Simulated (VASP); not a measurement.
Here is a VASP 6.6.1 calculation.

Contents of INCAR:

```
SYSTEM = GaSb
  ALGO = Normal
  EDIFF = 1E-6
  ENCUT = 520
  GGA = PE
  ISIF = 2
  ISMEAR = 0
  LASPH = .True.
  LCHARG = .True.
  LELF = .True.
  LREAL = .False.
  LVHAR = .True.
  LWAVE = .False.
  NBANDS = 16
  NELM = 100
  PREC = Accurate
  SIGMA = 0.1
```

The input KPOINTS:

```
k-points
0
Gamma
  12 12 12
  0 0 0
```

Contents of POSCAR:

```
GaSb
1.0
    0.0000000000      2.9443180900      2.9443180900
    2.9443180900      0.0000000000      2.9443180900
    2.9443180900      2.9443180900      0.0000000000
Ga Sb
1 1
Direct
    0.0000000000      0.0000000000      0.0000000000
    0.7500000000      0.7500000000      0.7500000000
```

Potentials or basis: VASP PAW PBE potentials, release 64 (Ga_d, Sb).

Command:

```sh
$ cat potpaw_PBE.64/Ga_d/POTCAR potpaw_PBE.64/Sb/POTCAR > POTCAR
$ mpirun -np 1 vasp_std > vasp.out
```

**Question.** Predict the pressure.

**Answer.** 10.7 GPa.

**Question.** Estimate the band gap on the k mesh.

**Answer.** 0.66 eV, indirect (least direct gap 0.89 eV).

Caveat: spin-orbit coupling is left out, which moves the levels of the heavy elements. A k mesh can miss the band edges.
